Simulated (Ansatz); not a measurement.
# Co (P6_3/mmc) in Ansatz: a series of runs

Runs on Co. Level: PBEsol. Tasks: relaxation of cell and atoms.

Everything below comes from runs of Ansatz 0.2.0. Logs are shortened: lines on timing, memory, paths and dates and some standing lists are left out, and cuts for length are marked.

## Step 1: Starting point

Symmetry: P6_3/mmc, No. 194, hexagonal system. Conventional cell: a = 2.472 Å, b = 2.472 Å, c = 4.021 Å, α = 90.00°, β = 90.00°, γ = 120.00°. Around Co (site symmetry -6m2) lie 12 Co at 2.47 Å.

## Step 2: Relaxation of cell and atoms, PBEsol, collinear spin, ferromagnetic start, target pressure 20 GPa, at which the enthalpy is minimised

input.yaml

```yaml
crystal:
  lattice:
    - [2.4719999032, 0.0, 0.0]
    - [-1.2359999516, 2.1408147143, 0.0]
    - [0.0, 0.0, 4.02114408]
  atoms:
    - { symbol: Co, position: [0.6666666667, 0.3333333333, 0.75], spin: 2.0 }
    - { symbol: Co, position: [0.3333333333, 0.6666666667, 0.25], spin: 2.0 }
hamiltonian:
  xc: pbesol
  pseudopotentials: { kind: paw }
magnetization:
  spin_polarized: true
kpoints:
  mp_grid: { grid: [12, 12, 7] }
scf:
  occupations: { method: fermi_dirac, width: 0.05 }
output:
  forces: true
  stress: true
  eigenvalues: true
relax:
  f_tol: 0.01
  max_steps: 40
  cell: { stress_tol: 0.05, p_target: 20.0 }
```

Potentials or basis: Ansatz PAW.

On the command line:

```console
ansatz run input.yaml --threads 2 --pin off --max-ram 5632MiB --backend cpu --events-out ev --progress --plain --runs-dir out
```

Output:

```text
Warning: RAYON_NUM_THREADS=2 ignored (pool sized by the plan → 2); use --threads N
Engine: ansatz 0.2.0, aarch64-unknown-linux-gnu
Pseudopotentials: kind: paw
Pseudopotential: Co, paw, valence charge 17, recommended cutoff 420 eV (normal), Co.paw.azcp
Functional definition: PBEsol
  exchange = pbesol_x
  correlation = pbesol_c
Crystal: 2 atoms, lattice volume = 21.280 Å³
Basis set: ecut = 420 eV, 391 PW (Γ), exchange–correlation on 36×36×54 points (8 copies of the dense FFT grid, shifted against one another)
Bands: 23, of which v1, the nominal top of the filled ones, is band 17 counted from 1 (16 counted from 0)
Symmetry: 24 space group operations
Space group: P63/mmc (ITA 194), of the structure as read, at distance tolerance 2.8e-5 Å
Magnetic group: BNS 194.263 (UNI 1493), of the structure as read, at distance tolerance 2.8e-5 Å
k-points: 76 of 1008
Non-local potential: Co, projectors of the file, l = 0: 3, l = 1: 2, l = 2: 3, l = 3: 1
PAW form: soft (Blöchl's): semilocal exchange-correlation on the pseudo side does not see the compensation charge
PAW frozen core: Co, regenerated for the run's functional, and the local potential with it (the file was generated under x = pbe(κ = 0.804, μ = 0.2195149727645171), c = pbe(β = 0.06672455060314922))
PAW one-centre angular grid: Co, 590 points (default); XC on 64 Gauss nodes
Initial density: superposition of atomic densities (chi_scale 0.1, normalization cell)
Starting moments: Σ|m| = 4 μB on 2 of 2 sites
Initial wavefunctions: pseudopotential atomic-orbital guess
Functional: x = pbesol(κ = 0.804, μ = 0.12345679012345678), c = pbesol(β = 0.046)
SCF iter   1: F=—  HF=-10185.644180 eV  |F-HF|=—  |Δ(HF+E_count)|=         —  Δρ=1.01e-1 (↑6.09e-2 ↓1.01e-1)  dr2=3.12e0  dr2_m=9.80e-2  M=3.588 μB ∫|m|=3.731 μB  β_m=0.30  ethr=3.10e-3  ⟨swp⟩=5.3  Hψ=13138  notcnv=0
Mixer restart at iter 1: flushing history
preconditioner: auto → none  [metal: Δε(μ)=0.013 eV  Ē_g=9.358 eV  σ=0.050 eV  W_gap=0.07  n_scr=8 (ndim 8)  ℏωp=34.2 eV  f_vac=0.000  D(μ)=1.46/eV (n_scr^D=22)  sad-step TF]
SCF iter   2: F=—  HF=-10184.607765 eV  |F-HF|=—  |Δ(HF+E_count)|=    1.04e0  Δρ=3.73e-2 (↑1.15e-2 ↓3.73e-2)  dr2=2.37e-1  dr2_m=7.61e-2  M=3.568 μB ∫|m|=3.751 μB  β_m=0.35  ethr=3.10e-3  ⟨swp⟩=2.5  Hψ=7147  notcnv=0  defer=111
SCF iter   3: F=—  HF=-10185.151565 eV  |F-HF|=—  |Δ(HF+E_count)|=         —  Δρ=1.24e-2 (↑1.24e-2 ↓1.06e-2)  dr2=1.75e-2  dr2_m=1.24e-2  M=3.411 μB ∫|m|=3.627 μB  β_m=0.35  ethr=6.98e-4  ⟨swp⟩=2.1  Hψ=4782  notcnv=0  defer=111
Mixer restart at iter 3: flushing history
SCF iter   4: F=—  HF=-10185.531899 eV  |F-HF|=—  |Δ(HF+E_count)|=   3.80e-1  Δρ=9.54e-3 (↑7.03e-3 ↓9.54e-3)  dr2=8.14e-3  dr2_m=9.01e-3  M=3.352 μB ∫|m|=3.590 μB  β_m=0.58  ethr=5.14e-5  ⟨swp⟩=2.1  Hψ=6501  notcnv=0  defer=111
SCF iter   5: F=—  HF=-10185.912643 eV  |F-HF|=—  |Δ(HF+E_count)|=   3.81e-1  Δρ=1.13e-2 (↑3.71e-3 ↓1.13e-2)  dr2=1.99e-2  dr2_m=6.91e-3  M=3.251 μB ∫|m|=3.525 μB  β_m=0.48  ethr=2.40e-5  ⟨swp⟩=2.1  Hψ=7230  notcnv=0  defer=86
SCF iter   6: F=-10185.938274 eV  HF=-10185.992698 eV  |F-HF|=5.44e-2  |Δ(HF+E_count)|=   8.01e-2  Δρ=1.37e-2 (↑1.37e-2 ↓7.45e-3)  dr2=4.61e-2  dr2_m=2.12e-3  M=3.198 μB ∫|m|=3.486 μB  β_m=0.79  ethr=2.40e-5  ⟨swp⟩=2.1  Hψ=7238  notcnv=0  defer=82
SCF iter   7: F=-10185.974700 eV  HF=-10185.977210 eV  |F-HF|=2.51e-3  |Δ(HF+E_count)|=   1.55e-2  Δρ=2.67e-3 (↑2.67e-3 ↓2.62e-3)  dr2=3.38e-3  dr2_m=9.34e-6  M=3.192 μB ∫|m|=3.480 μB  β_m=0.86  ethr=2.40e-5  ⟨swp⟩=2.6  Hψ=7496  notcnv=0  defer=56
SCF iter   8: F=-10185.976754 eV  HF=-10185.976759 eV  |F-HF|=5.36e-6  |Δ(HF+E_count)|=   4.51e-4  Δρ=1.10e-4 (↑1.10e-4 ↓1.07e-4)  dr2=4.79e-6  dr2_m=1.49e-7  M=3.197 μB ∫|m|=3.483 μB  β_m=0.89  ethr=9.96e-6  ⟨swp⟩=2.0  Hψ=5208  notcnv=0  defer=56
SCF iter   9: F=-10185.976761 eV  HF=-10185.976762 eV  |F-HF|=5.24e-7  |Δ(HF+E_count)|=   2.73e-6  Δρ=7.61e-5 (↑4.40e-5 ↓7.61e-5)  dr2=1.16e-6  dr2_m=6.09e-8  M=3.197 μB ∫|m|=3.483 μB  β_m=0.82  ethr=1.41e-8  ⟨swp⟩=2.1  Hψ=6145  notcnv=0  defer=56
SCF iter  10: F=-10185.976762 eV  HF=-10185.976762 eV  |F-HF|=3.81e-8  |Δ(HF+E_count)|=   1.48e-8  Δρ=2.93e-5 (↑8.86e-6 ↓2.93e-5)  dr2=1.10e-7  dr2_m=2.50e-8  M=3.197 μB ∫|m|=3.483 μB  β_m=0.91  ethr=3.41e-9  ⟨swp⟩=2.4  Hψ=4871  notcnv=0  defer=56
SCF iter  11: F=-10185.976762 eV  HF=-10185.976762 eV  |F-HF|=4.22e-10  |Δ(HF+E_count)|=   1.10e-8  Δρ=3.72e-6 (↑2.76e-6 ↓3.72e-6)  dr2=8.05e-10  dr2_m=1.29e-9  M=3.197 μB ∫|m|=3.483 μB  β_m=0.89  ethr=3.25e-10  ⟨swp⟩=2.2  Hψ=5528  notcnv=0  defer=56
SCF iter  12: F=-10185.976762 eV  HF=-10185.976762 eV  |F-HF|=3.04e-10  |Δ(HF+E_count)|=  8.91e-10  Δρ=1.93e-6 (↑7.70e-7 ↓1.93e-6)  dr2=4.22e-10  dr2_m=8.19e-11  M=3.197 μB ∫|m|=3.483 μB  ethr=2.37e-12  ⟨swp⟩=2.3  Hψ=10678  notcnv=0
[... 81 lines left out ...]
SCF 7 converged in 6 iterations: F = -10185.907124 eV  dr2 = 2.08e-12
relax step   7: F+E_penalty+E_count = -10185.90712370 eV  Δ(F+E_penalty+E_count) = +6.324e-4 eV  max|allowed force component| = 3.932e-17 eV/Å  Δτ_max = 0.0000 Å  P = +20.000 GPa  Ω = 19.326 Å³  energy of the carried Pulay correction = +7.029e-6 eV  (6 SCF iters, dr2 threshold 2.40e-8 eV, accepted)
iter 1 solved again at ethr=2.97e-9 eV; its pass at ethr=3.10e-3 eV (dr2=1.01e-6 eV) is discarded
SCF iter   1: F=—  HF=-10185.907116 eV  |F-HF|=—  |Δ(HF+E_count)|=         —  Δρ=2.14e-6 (↑2.04e-6 ↓2.14e-6)  dr2=9.41e-10  dr2_m=2.79e-11  M=2.987 μB ∫|m|=3.226 μB  β_m=0.65  ethr=2.97e-9  ⟨swp⟩=4.2  Hψ=26305  notcnv=0
preconditioner: auto → none  [metal: Δε(μ)=0.010 eV  Ē_g=10.483 eV  σ=0.050 eV  W_gap=0.05  n_scr=2 (ndim 8)  ℏωp=35.8 eV  f_vac=0.000  D(μ)=1.34/eV (n_scr^D=22)]
SCF iter   2: F=—  HF=-10185.907116 eV  |F-HF|=—  |Δ(HF+E_count)|=   9.31e-8  Δρ=1.18e-6 (↑1.18e-6 ↓5.18e-7)  dr2=2.83e-10  dr2_m=2.26e-11  M=2.987 μB ∫|m|=3.226 μB  β_m=0.47  ethr=2.77e-12  ⟨swp⟩=2.3  Hψ=6225  notcnv=0
SCF iter   3: F=—  HF=-10185.907116 eV  |F-HF|=—  |Δ(HF+E_count)|=  2.18e-11  Δρ=7.23e-7 (↑6.00e-7 ↓7.23e-7)  dr2=1.14e-10  dr2_m=2.91e-12  M=2.987 μB ∫|m|=3.226 μB  β_m=0.45  ethr=1.00e-12  ⟨swp⟩=2.0  Hψ=6063  notcnv=0
SCF iter   4: F=—  HF=-10185.907116 eV  |F-HF|=—  |Δ(HF+E_count)|=  7.28e-12  Δρ=1.29e-7 (↑1.29e-7 ↓7.75e-8)  dr2=3.43e-12  dr2_m=8.90e-13  M=2.987 μB ∫|m|=3.226 μB  β_m=0.72  ethr=1.00e-12  ⟨swp⟩=1.0  Hψ=3496  notcnv=0
SCF iter   5: F=—  HF=-10185.907116 eV  |F-HF|=—  |Δ(HF+E_count)|=  3.64e-11  Δρ=1.03e-7 (↑1.03e-7 ↓9.50e-8)  dr2=4.34e-12  dr2_m=7.22e-15  M=2.987 μB ∫|m|=3.226 μB  β_m=0.86  ethr=1.00e-12  ⟨swp⟩=1.0  Hψ=3496  notcnv=0
SCF iter   6: F=-10185.907116 eV  HF=-10185.907116 eV  |F-HF|=0.00e0  |Δ(HF+E_count)|=  7.28e-12  Δρ=1.11e-7 (↑8.23e-8 ↓1.11e-7)  dr2=4.39e-12  dr2_m=4.01e-14  M=2.987 μB ∫|m|=3.226 μB  ethr=1.00e-12  ⟨swp⟩=3.9  Hψ=13763  notcnv=0
SCF 8 converged in 6 iterations: F = -10185.907116 eV  dr2 = 4.39e-12
relax step   8: F+E_penalty+E_count = -10185.90711584 eV  Δ(F+E_penalty+E_count) = +7.856e-6 eV  max|allowed force component| = 3.701e-17 eV/Å  Δτ_max = 0.0000 Å  P = +20.000 GPa  Ω = 19.326 Å³  stress off target by 2.70e-4 GPa  SCF on the basis re-selected at this cell (its energy is not comparable with the rows above)  (6 SCF iters)
basis re-selected at this cell: Δ(F+E_penalty+E_count) = +7.856e-6 eV, ΔP = -0.001 GPa vs the last step (what re-selecting the basis moved, of the pressure what is left beyond the Pulay correction that the steps carried, after the strain that the cell walked since its last selection, with what the two solves' SCF thresholds leave and, on support functions, any second-order correction that the steps lacked; it is no measure of the basis error at this ecutwfc). This SCF's stress stands 2.70e-4 GPa from its target on what of the cell is left free (relax.cell.stress_tol is 5.00e-2 GPa) and its largest allowed force component is 3.70e-17 eV/Å (relax.f_tol is 1.00e-2 eV/Å): within both
SCF converged after 6 iterations
Magnetization: 2.9871 μB (18.4935 up, 15.5065 down)
Absolute magnetization: 3.2281 μB (∫|ρ↑−ρ↓|, with the PAW one-centre terms)
Spin contamination: 0.0367 ħ² per cell (⟨S²⟩ above its minimum at these occupations)
Per-site moments (μB) at R_I (Å): [(1.5494547073540397, 0.9826237599812959), (1.5494547073540395, 0.9826237599812959)]
Free energy (F): -10185.907116 eV
Harris-Foulkes:  -10185.907116 eV  (|F-HF|=0.00e0)
Internal energy: -10185.895366 eV  (E = F + TS)
E sigma→0 (E₀):  -10185.901241 eV
Entropy (-TS):   -0.011749 eV (-5.875 meV/atom)
Fermi energy:    21.246742 eV
--- Per-component energies (eV) ---
  E_band       = -403.129577
  E_kinetic    = 915.285434
  E_local      = -5330.501036  (includes V_loc(G=0)·N_el)
  E_nonlocal   = 911.265134
  E_hartree    = 2244.671476
  E_xc         = -318.262176
  E_vxc        = -412.717115  (∫ρ·V_xc dr)
  E_paw        = -2965.990253  (= ΣΔE_a)
  E_vpaw       = -975.805277  (= ΣTr[D̂ρ^β])
  E_aug_tail   = 0.000131  (compensation charges beyond the density's cutoff)
  E_ewald      = -5642.740914
  E_core_change = 0.376838  (= ΣΔE_core)
  E_smearing   = -0.011749  (= −TS)
  E_closure    = -0.000000  (closes the sum)
  Σ components = -10185.907116   (vs F -10185.907116, Δ=0.00e0)
--- Forces (eV/Å), atoms counted from 1 ---
  atom   1  Co    -0.00000000    -0.00000000    -0.00000000
  atom   2  Co    -0.00000000     0.00000000     0.00000000
  max |Σ_I F_I| component: 1.85e-17 eV/Å
--- Stress (GPa, compression-positive) ---
       19.999832       0.000000      -0.000000
        0.000000      19.999832      -0.000000
       -0.000000      -0.000000      19.999730
  P = ⅓ Tr σ = 19.9998 GPa (199.998 kbar)
--- Band table (eV; the first three rows and the last of 152) ---
  k-point 0 ↑: bands = ["-74.5317", "-74.4349", "-38.1463", "-37.7160", "-37.7160", "-37.6443", "-37.6443", "-37.6408", "11.4822", "15.4788", "18.4884", "18.5075", "18.5075", "18.8968", "18.8968", "19.3223", "19.3223", "20.6676", "20.6676", "20.9895", "28.6713", "43.8879", "47.3042"]
  k-point 1 ↑: bands = ["-74.5269", "-74.4397", "-38.1218", "-37.7125", "-37.7125", "-37.6664", "-37.6479", "-37.6479", "11.7080", "15.4402", "18.4224", "18.4451", "18.4451", "18.8282", "18.8282", "19.4743", "19.4743", "20.2316", "20.6554", "20.6554", "29.8444", "43.7584", "46.2668"]
  k-point 2 ↑: bands = ["-74.5135", "-74.4531", "-38.0527", "-37.7376", "-37.7025", "-37.7025", "-37.6578", "-37.6578", "12.3613", "15.1919", "18.2560", "18.3705", "18.3705", "18.6653", "18.6653", "18.9319", "19.7986", "19.7986", "20.5886", "20.5886", "32.5017", "42.5029", "44.4689"]
  k-point 75 ↓: bands = ["-72.5233", "-72.5233", "-36.2055", "-36.2055", "-36.1184", "-36.0819", "-35.8779", "-35.8779", "18.0541", "18.1654", "18.1923", "18.1923", "19.1874", "19.1874", "20.8188", "21.1229", "22.4520", "22.4520", "28.2609", "28.2609", "29.4440", "30.7813", "32.8189"]
--- Relaxed structure (6 steps of the walk, 6 accepted, 2 SCFs on fresh bases) ---
  F+E_penalty+E_count = -10185.90711584 eV   max|allowed force component| = 3.701e-17 eV/Å   (the final SCF, on the basis selected at the relaxed cell)
  cell:  # Å, volume = 19.3262 Å³
    - [2.399588095266475, 0.0, 0.0]
    - [-1.1997940476332376, 2.0781042491194808, 0.0]
    - [0.0, 0.0, 3.8756398895913162]
  atoms:
    - { symbol: Co, position: [0.6666666666666667, 0.33333333333333337, 0.7500000000000002] }
    - { symbol: Co, position: [0.33333333333333337, 0.6666666666666667, 0.25000000000000006] }
```

Run time: 21 s. Hardware: 2 threads of Arm Neoverse V2, shared host; peak memory 0.32 GiB.

What came out:

| Property | Result |
| --- | --- |
| Free energy | -10185.9071 eV |
| Relaxed volume | 9.66 Å³/atom |
| Relaxed cell | a = 2.400 Å, b = 2.400 Å, c = 3.876 Å, α = 90.00°, β = 90.00°, γ = 120.00° |
| Space group after relaxing (to 0.05 Å) | P6_3/mmc (No. 194) |
| Energy change on relaxing (the enthalpy is what falls) | +34.8 meV/atom |
| Ionic steps | 8 |
| Pressure after relaxing | 20.0 GPa |
| Band gap on the k mesh | none (metal or under the smearing width) |
| Net moment | 2.99 μB per cell |
| Absolute moment | 3.23 μB per cell |
| Site moments | Co +1.55 μB |

Step by step:
| step | energy change (eV) | largest force (eV/Å) | volume (Å³) |
| --- | --- | --- | --- |
| 1 | 0.0000 | 0.0000 | 21.28 |
| 2 | 0.0058 | 0.0000 | 20.04 |
| 3 | 0.0890 | 0.0000 | 19.17 |
| 4 | 0.0656 | 0.0000 | 19.34 |
| 5 | 0.0672 | 0.0000 | 19.33 |
| 6 | 0.0690 | 0.0000 | 19.33 |
| 7 | 0.0696 | 0.0000 | 19.33 |
| 8 | 0.0696 | 0.0000 | 19.33 |

Final structure:
```
Co
1.0
     2.39959    0.00000    0.00000
    -1.19979    2.07810    0.00000
     0.00000    0.00000    3.87564
Co
2
Cartesian
  1.1998 0.6927 2.9067
  0.0000 1.3854 0.9689
```

Levels at points of the mesh, in eV from the Fermi level:
Spin up:
```csv
k point,band 15,band 16,band 17,band 18,band 19,band 20,band 21,band 22
"(0.00, 0.00, 0.00)",-2.35,-1.92,-1.92,-0.58,-0.58,-0.26,7.42,22.64
"(0.00, -0.50, 0.00)",-2.25,-0.42,-0.30,-0.24,1.65,3.91,10.54,11.32
```
Spin down:
```
            k point  band 13  band 14  band 15  band 16  band 17  band 18
 (0.00, 0.00, 0.00)    -1.24    -0.79    -0.79    -0.29    -0.29    -0.21
(0.00, -0.50, 0.00)    -1.42    -1.29    -0.80     1.33     1.50     1.53
```

Caveat: the plane-wave basis is chosen anew once the cell has moved, so the energies of steps on either side of that aren't comparable; the PAW data sets come from PBE, with cores solved anew for the run's functional, which leaves a small shift of forces and pressure.

## Step 3: Relaxation of cell and atoms, PBEsol, collinear spin, ferromagnetic start, target pressure 30 GPa, at which the enthalpy is minimised

Edit input.yaml of step 2 so:

```diff
@@ -24,2 +24,2 @@
   max_steps: 40
-  cell: { stress_tol: 0.05, p_target: 20.0 }
+  cell: { stress_tol: 0.05, p_target: 30.0 }
```

Potentials or basis: Ansatz PAW.

On the command line:

```console
ansatz run input.yaml --threads 2 --pin off --max-ram 5632MiB --backend cpu --events-out ev --progress --plain --runs-dir out
```

Wall time 21 s (2 threads of Arm Neoverse V2, shared host); peak memory 0.33 GiB.

The run converged. Its results:

```
Free energy                                            : -10185.8267 eV
Relaxed volume                                         : 9.40 Å³/atom
Relaxed cell                                           : a = 2.378 Å, b = 2.378 Å, c = 3.841 Å, α = 90.00°, β = 90.00°, γ = 120.00°
Space group after relaxing (to 0.05 Å)                 : P6_3/mmc (No. 194)
Energy change on relaxing (the enthalpy is what falls) : +75.0 meV/atom
Ionic steps                                            : 8
Pressure after relaxing                                : 30.0 GPa
Band gap on the k mesh                                 : none (metal or under the smearing width)
Net moment                                             : 2.97 μB per cell
Absolute moment                                        : 3.19 μB per cell
Site moments                                           : Co +1.54 μB
```

Step by step:
```tsv
step	energy change (eV)	largest force (eV/Å)	volume (Å³)
1	0.0000	0.0000	21.28
2	0.0404	0.0000	19.58
3	0.1910	0.0000	18.59
4	0.1444	0.0000	18.83
5	0.1470	0.0000	18.81
6	0.1493	0.0000	18.81
7	0.1500	0.0000	18.81
8	0.1501	0.0000	18.81
```

Final structure:
```
Co
1.0
     2.37783    0.00000    0.00000
    -1.18891    2.05926    0.00000
     0.00000    0.00000    3.84114
Co
2
Direct
  0.66667 0.33333 0.75000
  0.33333 0.66667 0.25000
```

Levels at points of the mesh, in eV from the Fermi level:
Spin up:
```csv
k point,band 15,band 16,band 17,band 18,band 19,band 20,band 21,band 22
"(0.00, 0.00, 0.00)",-2.38,-1.93,-1.93,-0.53,-0.53,-0.26,7.71,22.87
"(0.00, -0.50, 0.00)",-2.28,-0.37,-0.24,-0.18,1.75,4.08,10.79,11.60
```
Spin down:
```
            k point  band 13  band 14  band 15  band 16  band 17  band 18
 (0.00, 0.00, 0.00)    -1.29    -0.83    -0.83    -0.31    -0.31    -0.20
(0.00, -0.50, 0.00)    -1.49    -1.35    -0.83     1.37     1.55     1.58
```

Caveat: the plane-wave basis is chosen anew once the cell has moved, so the energies of steps on either side of that aren't comparable; the PAW data sets come from PBE, with cores solved anew for the run's functional, which leaves a small shift of forces and pressure.
